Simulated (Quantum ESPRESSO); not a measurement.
FeO (Wuestite), 2 atoms in the cell. Symmetry: Fm-3m, No. 225, cubic system. The conventional cell has a = 4.311 Å, b = 4.311 Å, c = 4.311 Å, α = 90.00°, β = 90.00°, γ = 90.00°. Fe (site symmetry m-3m) has 6 O at 2.16 Å as nearest neighbours. O (site symmetry m-3m) is surrounded by 6 Fe at 2.16 Å. 

* Program: Quantum ESPRESSO 7.5
* Task: phonons
* Functional: PBE
* Potentials or basis: SSSP 1.3 efficiency PBE
* Cutoff: 871 eV
* Density cutoff: 10640 eV
* k mesh: 4 × 4 × 4, shifted
* Occupations: fermi-dirac, width 0.05 eV
* Spin: collinear spin, ferromagnetic start
* Starting moments: [3.0, 0.0] μB
* Mixing beta: 0.3
* Most SCF iterations: 120
* SCF threshold: 4e-10 Ry

Potentials or basis: SSSP 1.3 efficiency PBE.

Run with:

```console
$ OMP_NUM_THREADS=1 pw.x -in pw.in > pw.out
$ OMP_NUM_THREADS=1 pw.x -in scf2.in > scf2.out
$ OMP_NUM_THREADS=1 ph.x -in ph.in > ph.out
$ OMP_NUM_THREADS=1 dynmat.x -in dynmat.in > dynmat.out
```

Hardware: 1 thread of Arm Neoverse V2, on a shared host.

Problem. How long does it take, and how much memory?

Solution. It took 6.7 min on 1 thread of Arm Neoverse V2, with other jobs on the host, peak memory 0.33 GiB. Counts: scf iterations 17, k pools 1, bands 21, k points 10, g dense 49805.
